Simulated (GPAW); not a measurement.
Crystal: Pb.

```
CELL_PARAMETERS angstrom
0.00000 2.47502 2.47502
2.47502 0.00000 2.47502
2.47502 2.47502 0.00000
ATOMIC_POSITIONS crystal
Pb 0.00000 0.00000 0.00000
```

Base run:

```yaml
Program: GPAW 26.7.0
Functional: PBEint
Potentials_or_basis: PAW data sets generated in the run's folder for this functional
Cutoff: 600 eV
Basis: pw
k_mesh: 9 × 9 × 9
Occupations: fermi-dirac, width 0.05 eV
Spin: spin-orbit coupling, no magnetisation
```

Its results: pressure -0.2 GPa.

After a change of settings the same cell gave: pressure -0.6 GPa. Which change was it?
A. functional from PBEint to PBE; spin from spin-orbit coupling, no magnetisation to no spin polarisation
B. functional from PBEint to BP86; band points from 60 to 100
C. functional from PBEint to AM05

C.

Caveats: spin-orbit coupling was added after a scalar SCF, so levels and gaps hold it while energy, forces, pressure and moments don't.

Not every run made on this cell is shown here.
